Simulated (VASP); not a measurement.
# FeO (Fm-3m) in VASP: further runs

One crystal, FeO, is run at these levels: PBE; tasks: relaxation of cell and atoms.

Everything below comes from runs of VASP 6.6.1. Logs are shortened: lines on timing, memory, paths and dates and some standing lists are left out, and cuts for length are marked.

## (1) The crystal as given

The structure is cubic, space group Fm-3m (No. 225). The conventional cell has a = 4.311 Å, b = 4.311 Å, c = 4.311 Å, α = 90.00°, β = 90.00°, γ = 90.00°. Around Fe (site symmetry m-3m) lie 6 O at 2.16 Å. Around O (site symmetry m-3m) lie 6 Fe at 2.16 Å.

## (2) Relaxation of cell and atoms, PBE, collinear spin, ferromagnetic start

INCAR reads:

```
PREC = Accurate
ENCUT = 520
EDIFF = 1E-6
ISMEAR = 0
SIGMA = 0.1
LREAL = F
LASPH = T
NELM = 120
ALGO = Normal
ISIF = 3
LWAVE = F
LCHARG = F
ISPIN = 2
MAGMOM = 3 0
LORBIT = 11
LMAXMIX = 4
GGA = PE
IBRION = 2
NSW = 90
EDIFFG = -0.01
```

KPOINTS reads:

```
regular mesh
0
Gamma
  11 11 11
```

POSCAR reads:

```
FeO
1.0
    0.0000000000      2.1554000000      2.1554000000
    2.1554000000      0.0000000000      2.1554000000
    2.1554000000      2.1554000000      0.0000000000
Fe O
1 1
Direct
    0.0000000000      0.0000000000      0.0000000000
    0.5000000000      0.5000000000      0.5000000000
```

Potentials or basis: VASP PAW PBE potentials, release 64 (Fe, O).

Run with:

```console
$ cat potpaw_PBE.64/Fe/POTCAR potpaw_PBE.64/O/POTCAR > POTCAR
$ mpirun -np 1 vasp_std > vasp.out
```

OUTCAR:

```text
PREC = Accurate
   ENCUT = 520
   EDIFF = 1E-6
   ISMEAR = 0
   LREAL = F
   LASPH = T
   NELM = 120
   ISIF = 3
   ISPIN = 2
   LORBIT = 11
   GGA = PE
   IBRION = 2
   NSW = 90
   EDIFFG = -0.01

 ion  position               nearest neighbor table
   1  0.000  0.000  0.000-   2 2.16   2 2.16   2 2.16   2 2.16   2 2.16   2 2.16
   2  0.500  0.500  0.500-   1 2.16   1 2.16   1 2.16   1 2.16   1 2.16   1 2.16

  LATTYP: Found a face centered cubic cell.
 ALAT       =     4.3108000000

  Lattice vectors:

 A1 = (   0.0000000000,   2.1554000000,   2.1554000000)
 A2 = (   2.1554000000,   0.0000000000,   2.1554000000)
 A3 = (   2.1554000000,   2.1554000000,   0.0000000000)

Analysis of symmetry for initial positions (statically):
=====================================================================
 Subroutine PRICEL returns:
 Original cell was already a primitive cell.

 Routine SETGRP: Setting up the symmetry group for a
 face centered cubic supercell.

 Subroutine GETGRP returns: Found 48 space group operations
 (whereof 48 operations were pure point group operations)
 out of a pool of 48 trial point group operations.

The static configuration has the point symmetry O_h .

Analysis of symmetry for dynamics (positions and initial velocities):
=====================================================================
 Subroutine PRICEL returns:
 Original cell was already a primitive cell.

 Routine SETGRP: Setting up the symmetry group for a
 face centered cubic supercell.

 Subroutine GETGRP returns: Found 48 space group operations
 (whereof 48 operations were pure point group operations)
 out of a pool of 48 trial point group operations.

The dynamic configuration has the point symmetry O_h .

Analysis of structural, dynamic, and magnetic symmetry:
=====================================================================
 Subroutine PRICEL returns:
 Original cell was already a primitive cell.

 Routine SETGRP: Setting up the symmetry group for a
 face centered cubic supercell.

 Subroutine GETGRP returns: Found 48 space group operations
 (whereof 48 operations were pure point group operations)
 out of a pool of 48 trial point group operations.

The overall configuration has the point symmetry O_h .

 Subroutine INISYM returns: Found 48 space group operations
 (whereof 48 operations are pure point group operations),
 and found     1 'primitive' translations

----------------------------------------------------------------------------------------

                                     Primitive cell

  volume of cell :      20.0269

  direct lattice vectors                    reciprocal lattice vectors
     0.000000000  2.155400000  2.155400000    -0.231975503  0.231975503  0.231975503
     2.155400000  0.000000000  2.155400000     0.231975503 -0.231975503  0.231975503
     2.155400000  2.155400000  0.000000000     0.231975503  0.231975503 -0.231975503

  length of vectors
     3.048195912  3.048195912  3.048195912     0.401793358  0.401793358  0.401793358

  position of ions in fractional coordinates (direct lattice)
     0.000000000  0.000000000  0.000000000
     0.500000000  0.500000000  0.500000000

  ion indices of the primitive-cell ions
   primitive index   ion index
                 1           1
                 2           2

----------------------------------------------------------------------------------------

 KPOINTS: regular mesh

Automatic generation of k-mesh.
 Grid dimensions read from file:
 generate k-points for:   11   11   11

 Generating k-lattice:

  Cartesian coordinates                     Fractional coordinates (reciprocal lattice)
    -0.021088682  0.021088682  0.021088682     0.090909091  0.000000000  0.000000000
     0.021088682 -0.021088682  0.021088682     0.000000000  0.090909091  0.000000000
     0.021088682  0.021088682 -0.021088682     0.000000000  0.000000000  0.090909091

  Length of vectors
     0.036526669  0.036526669  0.036526669

  Shift w.r.t. Gamma in fractional coordinates (k-lattice)
     0.000000000  0.000000000  0.000000000

 Subroutine IBZKPT returns following result:
 ===========================================

 Found     56 irreducible k-points:

 Following reciprocal coordinates:
            Coordinates               Weight
  0.000000  0.000000  0.000000      1.000000
  0.090909  0.000000  0.000000      8.000000
  0.181818  0.000000  0.000000      8.000000
  0.272727  0.000000  0.000000      8.000000
  0.363636  0.000000  0.000000      8.000000
  0.454545  0.000000  0.000000      8.000000
[... 16 lines left out ...]
 -0.272727  0.181818  0.000000     24.000000
 -0.181818  0.181818  0.000000     12.000000
 [... further k-points ...]
   k-points           NKPTS =     56   k-points in BZ     NKDIM =     56   number of bands    NBANDS=     13
   number of dos      NEDOS =    301   number of ions     NIONS =      2
   total plane-waves  NPLWV =  13824
   dimension x,y,z NGX =    24 NGY =   24 NGZ =   24
   dimension x,y,z NGXF=    48 NGYF=   48 NGZF=   48
   ions per type =               1   1
   NGX,Y,Z   is equivalent  to a cutoff of  13.09, 13.09, 13.09 a.u.
   NGXF,Y,Z  is equivalent  to a cutoff of  26.18, 26.18, 26.18 a.u.
 SYSTEM =  unknown system
   PREC   = accura    normal or accurate (medium, high low for compatibility)
   ISTART =      0    job   : 0-new  1-cont  2-samecut
   ICHARG =      2    charge: 1-file 2-atom 10-const
   ISPIN  =      2    spin polarized calculation?
   LNONCOLLINEAR =      F non collinear calculations
   LSORBIT =      F    spin-orbit coupling
   LASPH  =      T    aspherical Exc in radial PAW
   ENCUT  =  520.0 eV  38.22 Ry    6.18 a.u.   5.67  5.67  5.67*2*pi/ulx,y,z
   NELM   =    120;   NELMIN=  2; NELMDL= -5     # of ELM steps
   EDIFF  = 0.1E-05   stopping-criterion for ELM
   LREAL  =      F    real-space projection
   EDIFFG = -.1E-01   stopping-criterion for IOM
   NSW    =     90    number of steps for IOM
   IBRION =      2    ionic relax: 0-MD 1-quasi-New 2-CG
   NFREE  =      1    steps in history (QN), initial steepest desc. (CG)
   ISIF   =      3    stress and relaxation
   ISYM   =      2    0-nonsym 1-usesym 2-fastsym
   POTIM  = 0.5000    time-step for ionic-motion
   TEBEG  =    0.0;   TEEND  =   0.0 temperature during run
   PSTRESS=    0.0 pullay stress
   NELECT =      14.0000    total number of electrons
   NUPDOWN=      -1.0000    fix difference up-down
   EMIN   =  10.00;   EMAX   =-10.00  energy-range for DOS
   EFERMI =   0.00;   METHOD = LEGACY
   ISMEAR =     0;   SIGMA  =   0.10  broadening in eV -4-tet -1-fermi 0-gaus
   EFERMI_NEDOS =   21; number of points for ismear=-14 and -15
   IALGO  =     38    algorithm
   IMIX   =      4    mixing-type and parameters
     AMIX     =   0.40;   BMIX     =  1.00
     AMIX_MAG =   1.60;   BMIX_MAG =  1.00
  volume/ion in A,a.u.               =      10.01        67.57
  Fermi-wavevector in a.u.,A,eV,Ry     =   1.452935  2.745650 28.722187  2.111021
  Thomas-Fermi vector in A             =   2.570260
   LORBIT       =     11    0 simple, 1 ext, 2 COOP (PROOUT), +10 PAW based schemes
   GGA     = PE    functional components
   LHFCALC =     F    Hartree Fock is set to
   AEXX    =    0.0000 exact exchange contribution
   IVDW    =     0    specifies the selected vdW correction
   LEPSILON=     F    determine dielectric tensor
   LRPA    =     F    only Hartree local field effects (RPA)
 conjugate gradient relaxation of ions
 spin polarized calculation
 Gauss-broadening in eV      SIGMA  =   0.10
  energy-cutoff  :      520.00
  volume of cell :       20.03
 maximum number of plane-waves:       556
   NGX = 11   NGY = 11   NGZ = 11

--------------------------------------- Ionic step        1  -------------------------------------------

 number of electron      13.9999999 magnetization       3.9996337

 Free energy of the ion-electron system (eV)
  ---------------------------------------------------
  ext. energy  EPLUGINS =         0.00000000
  ---------------------------------------------------
  free energy    TOTEN  =       -14.93361783 eV

  energy without entropy =      -14.92614783  energy(sigma->0) =      -14.92988283

------------------------ aborting loop because EDIFF is reached ----------------------------------------

  FORCE on cell =-STRESS in cart. coord.  units (eV):
  Direction    XX          YY          ZZ          XY          YZ          ZX
  --------------------------------------------------------------------------------------
  -------------------------------------------------------------------------------------
  Total       -0.0232669     -0.0232669     -0.0232669      0.0000000      0.0000000      0.0000000
  in kB       -1.8613849     -1.8613849     -1.8613849      0.0000000      0.0000000      0.0000000
  external PRESSURE =      -1.8613849 kB  Pullay stress =       0.0000000 kB
[... 57 lines left out ...]
  energy  without entropy=      -14.9261630009  energy(sigma->0) =      -14.92988789

--------------------------------------- Ionic step        3  -------------------------------------------

 number of electron      13.9999998 magnetization       4.0001411

 Free energy of the ion-electron system (eV)
  ---------------------------------------------------
  ext. energy  EPLUGINS =         0.00000000
  ---------------------------------------------------
  free energy    TOTEN  =       -14.93362431 eV

  energy without entropy =      -14.92616263  energy(sigma->0) =      -14.92989347

 E-fermi :   6.2090     XC(G=0): -12.1675

 val. band max:        6.2084811718   @ k =  -0.3636   0.2727   0.0909
 cond. band min:       6.2209242832   @ k =  -0.1818   0.0909   0.0000
 fundamental gap:      0.0124431114
 Fermi energy:         6.2090494940

 spin component 1

 k-point     1 :       0.0000    0.0000    0.0000
  band No.  band energies     occupation
      1     -14.5183      1.00000
      2       2.3354      1.00000
      3       2.3354      1.00000
      4       2.3354      1.00000
      5       2.4103      1.00000
      6       2.4103      1.00000
      7       2.4103      1.00000
      8       2.5319      1.00000
      9       2.5319      1.00000
     10       6.3028      0.09254
     11      21.6790      0.00000
     12      23.2488      0.00000
     13      23.2488      0.00000
[... 353 lines left out ...]
 k-point    24 :      -0.1818    0.1818    0.0000
  band No.  band energies     occupation
      1     -13.8163      1.00000
      2      -1.0530      1.00000
      3       0.0226      1.00000
      4       0.5193      1.00000
      5       2.6866      1.00000
      6       2.9648      1.00000
      7       3.5592      1.00000
      8       3.6102      1.00000
      9       5.4786      1.00000
     10       9.9486      0.00000
     11      16.7714      0.00000
     12      18.0027      0.00000
     13      21.1641      0.00000

 [... further k-points ...]

 spin component 2

 k-point     1 :       0.0000    0.0000    0.0000
  band No.  band energies     occupation
      1     -13.9852      1.00000
      2       2.9691      1.00000
      3       2.9691      1.00000
      4       2.9691      1.00000
      5       5.4739      1.00000
      6       5.4742      1.00000
      7       5.4742      1.00000
      8       6.4018      0.00321
      9       6.4021      0.00316
     10       7.1039      0.00000
     11      21.6272      0.00000
     12      24.1371      0.00000
     13      24.1371      0.00000
[... 397 lines left out ...]
  FREE ENERGIE OF THE ION-ELECTRON SYSTEM (eV)
  ---------------------------------------------------
  free  energy   TOTEN  =       -14.9336243074 eV

  energy  without entropy=      -14.9261626259  energy(sigma->0) =      -14.92989347

 reached required accuracy - stopping structural energy minimisation

 total charge

# of ion       s       p       d       tot
------------------------------------------
    1        0.288   0.359   6.086   6.733
    2        1.556   3.438   0.000   4.994
--------------------------------------------------
tot          1.844   3.797   6.086  11.727

 magnetization (x)

# of ion       s       p       d       tot
------------------------------------------
    1        0.027   0.021   3.570   3.618
    2        0.030   0.272   0.000   0.302
--------------------------------------------------
tot          0.057   0.293   3.570   3.920
```

It took 35 s on 1 thread of Intel Xeon Platinum 8375C at 2.90GHz (Ice Lake), shared host; peak memory 0.16 GiB.

Results:

```yaml
Free_energy: -14.9336 eV
Relaxed_volume: 10.01 Å³/atom
Relaxed_cell: a = 3.047 Å, b = 3.047 Å, c = 3.047 Å, α = 60.00°, β = 60.00°, γ = 60.00°
Space_group_after_relaxing_to_0.05_Å: Fm-3m (No. 225)
Energy_gained_by_relaxing: 0.0 meV/atom
Ionic_steps: 3
Pressure_after_relaxing: -0.1 GPa
Band_gap_on_the_k_mesh: none (metal or under the smearing width)
Net_moment: 4.00 μB per cell
Site_moments: Fe +3.62; O +0.30 μB
Valence_electrons_inside_the_program's_atomic_spheres: Fe 6.73; O 4.99
```

Final structure:
```yaml
crystal:
  lattice:
    - [0.00000, 2.15490, 2.15490]
    - [2.15490, 0.00000, 2.15490]
    - [2.15490, 2.15490, 0.00000]
  atoms:
    - { symbol: Fe, position: [0.00000, 0.00000, 0.00000] }
    - { symbol: O, position: [0.50000, 0.50000, 0.50000] }
```

Levels at points of the mesh, in eV from the Fermi level:
Spin up:
| k point | band 7 | band 8 | band 9 | band 10 | band 11 | band 12 |
| --- | --- | --- | --- | --- | --- | --- |
| (0.00, 0.00, 0.00) | -3.80 | -3.68 | -3.68 | 0.09 | 15.47 | 17.04 |
Spin down:
| k point | band 3 | band 4 | band 5 | band 6 | band 7 | band 8 |
| --- | --- | --- | --- | --- | --- | --- |
| (0.00, 0.00, 0.00) | -3.24 | -3.24 | -0.74 | -0.73 | -0.73 | 0.19 |

Caveat: a cell with one magnetic atom can't hold antiferromagnetic order, which such compounds often take; semilocal functionals often make such compounds metallic where correlation or magnetic order opens a gap, which also shifts bond lengths.

## (3) Relaxation of cell and atoms, PBE, collinear spin, ferromagnetic start

INCAR: that of step 2 with these lines changed.

```diff
@@ -2,3 +2,3 @@
 ENCUT = 520
-EDIFF = 1E-6
+EDIFF = 1E-7
 ISMEAR = 0
@@ -18,3 +18,4 @@
 IBRION = 2
-NSW = 90
-EDIFFG = -0.01
+NSW = 60
+EDIFFG = -0.005
+POTIM = 0.3
```

KPOINTS is that of step 2.

POSCAR reads:

```
FeO                                     
1.0
    0.0000000000      2.1548989479      2.1548989479
    2.1548989479     -0.0000000000      2.1548989479
    2.1548989479      2.1548989479      0.0000000000
  Fe              O             
     1     1
Direct
     0.0000000000000000    0.0000000000000000    0.0000000000000000
     0.5000000000000000    0.5000000000000000    0.5000000000000000
```

Potentials or basis: VASP PAW PBE potentials, release 64 (Fe, O).

Run with:

```console
$ cat potpaw_PBE.64/Fe/POTCAR potpaw_PBE.64/O/POTCAR > POTCAR
$ mpirun -np 1 vasp_std > vasp.out
```

Wall time 17 s (1 thread of Intel Xeon Platinum 8375C at 2.90GHz (Ice Lake), shared host); peak memory 0.16 GiB.

It converged, with:

```yaml
Free_energy: -14.9336 eV
Pressure_after_relaxing: 0.0 GPa
Band_gap_on_the_k_mesh: none (metal or under the smearing width)
Net_moment: 4.00 μB per cell
Site_moments: Fe +3.62; O +0.30 μB
Valence_electrons_inside_the_program's_atomic_spheres: Fe 6.73; O 4.99
```

Final structure:
```xyz
2
Lattice="0.0000 2.1549 2.1549 2.1549 0.0000 2.1549 2.1549 2.1549 0.0000" Properties=species:S:1:pos:R:3 pbc="T T T"
Fe    0.0000    0.0000    0.0000
O     2.1549    2.1549    2.1549
```

Levels at points of the mesh, in eV from the Fermi level:
Spin up:
```csv
k point,band 6,band 7,band 8,band 9,band 10,band 11,band 12,band 13
"(0.00, 0.00, 0.00)",-3.80,-3.80,-3.68,-3.68,0.09,15.47,17.04,17.04
```
Spin down:
```tsv
k point	band 1	band 2	band 3	band 4	band 5	band 6	band 7	band 8	band 9	band 10
(0.00, 0.00, 0.00)	-20.19	-3.24	-3.24	-3.24	-0.74	-0.73	-0.73	0.19	0.19	0.89
```

Caveat: the relaxation stopped at its first step, so nothing moved; a cell with one magnetic atom can't hold antiferromagnetic order, which such compounds often take; semilocal functionals often make such compounds metallic where correlation or magnetic order opens a gap, which also shifts bond lengths.
